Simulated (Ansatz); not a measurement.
## Contact densities of Si against volume

```xyz
2
Lattice="0.0000 2.7155 2.7155 2.7155 0.0000 2.7155 2.7155 2.7155 0.0000" Properties=species:S:1:pos:R:3 pbc="T T T"
Si    2.7155    2.7155    2.7155
Si    4.0732    4.0732    4.0732
```

Atoms are numbered in the order listed.

Conventional cell: a = 5.431 Å, b = 5.431 Å, c = 5.431 Å, α = 90.00°, β = 90.00°, γ = 90.00°. Si (atom 1) has 4 Si at 2.35 Å as nearest neighbours.

Structure: COD 9011998, as refined from experiment and not relaxed.

These are results of Ansatz 0.2.0, DFT, PBE, all-electron PAW with datasets made for the crystal, scalar-relativistic, not measurements.

The runs use a Γ-centred 11×11×11 k mesh, Fermi–Dirac smearing of 0.08 eV, cutoff 180 eV (chosen by the program for this cell), no spin polarisation.

The contact density is the mean electron density over the nuclear volume; its changes follow the s electrons' response to bonding and compression. Changes below are taken from the unscaled cell, where it is 12819.7 e/Å³ at Si1.

Volumes at which the program chose other datasets or cutoffs are left out.

```tsv
V/V(cell)	P (GPa)	Δρ(0) Si1 (e/Å³)
0.9900	3.0	?
1.0000	2.0	0.00
1.0100	1.0	0.08
1.0200	0.1	?
1.0400	-1.5	?
1.0600	-3.0	0.54
```

(1) What belongs in the row "0.9900", column "Δρ(0) Si1 (e/Å³)"?

(2) Fill in "Δρ(0) Si1 (e/Å³)" for the row "1.0200".

(3) Give the missing entry: row "1.0400", column "Δρ(0) Si1 (e/Å³)".

The datasets are made afresh for each cell, so very small changes are uncertain.

Results:

(1) -0.09.

(2) 0.17.

(3) 0.35.
